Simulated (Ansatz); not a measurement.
**GaN: a surface, (110), 3 layers**

What do the surfaces of GaN (110), 3 layers cost, and how tightly do they hold an electron? Methods of the runs shown: PAW. Its runs: bulk cell relaxed (PAW); bulk in the slab's orientation (PAW); the reference run (PAW); atoms relaxed (PAW); core holes in 2p of Ga (PAW).

Program: Ansatz 0.2.0. Level of theory: DFT, LDA, PAW with Ansatz's default frozen-core files, scalar-relativistic. These are calculated values, not measurements.

1 further run of the same task is left out (it didn't finish).

### 1 The system as given

It takes space group F-43m (No. 216, cubic). The conventional cell has a = 4.334 Å, b = 4.334 Å, c = 4.334 Å, α = 90.00°, β = 90.00°, γ = 90.00°. Around Ga (site symmetry -43m) lie 4 N at 1.88 Å. N (site symmetry -43m) has 4 Ga at 1.88 Å as nearest neighbours.

Coordinates:

```
Ga N
1.0
     0.00000    2.16709    2.16709
     2.16709    0.00000    2.16709
     2.16709    2.16709    0.00000
Ga N
1 1
Cartesian
  0.0000 0.0000 0.0000
  1.0835 1.0835 1.0835
```

Atoms are numbered in the order of the input: Ga1, N2.

### 2 Bulk cell relaxed, PAW

Contents of input.yaml:

```yaml
crystal:
  lattice:
    - [0.0, 2.1670925389, 2.1670925389]
    - [2.1670925389, 0.0, 2.1670925389]
    - [2.1670925389, 2.1670925389, 0.0]
  atoms:
    - { symbol: Ga, position: [0.0, 0.0, 0.0] }
    - { symbol: "N", position: [0.25, 0.25, 0.25] }
kpoints:
  mp_grid: { grid: [13, 13, 13] }
scf:
  occupations: { method: fermi_dirac, width: 0.02 }
hamiltonian:
  xc: lda
  pseudopotentials: { kind: paw }
output:
  forces: true
  stress: true
relax:
  f_tol: 0.005
  max_steps: 40
  cell: {}
```

Started as:

```sh
ansatz run input.yaml --threads 2 --pin off --max-ram 4096MiB --backend cpu --events-out ev --progress --plain --runs-dir out
```

After this run come: Bulk in the slab's orientation, PAW; Slab as cut, PAW; Atoms relaxed, PAW; Core holes in 2p of Ga, PAW.

What does the calculation give? Wanted: surface energy; work function; outer layer spacing.

The runs gave:

| quantity | value |
| --- | --- |
| surface energy (PAW, relaxed) | 2.25 J/m² |
| work function (PAW, relaxed) | 5.17 eV |
| outer layer spacing (PAW) | 1.58 → 1.61 Å |

What this shows: By PAW the surface costs 2.73 J/m² as cut and 2.25 J/m² relaxed. The outermost spacing changes by +2.2 % (PAW). With a gap the Fermi level lies anywhere inside it, so the work function printed is no measured quantity. Thickness wasn't converged, and no reconstruction was sought.

The gaps are Kohn-Sham values of a semilocal functional, not quasiparticle or optical gaps. Such gaps usually fall short of the measured ones.
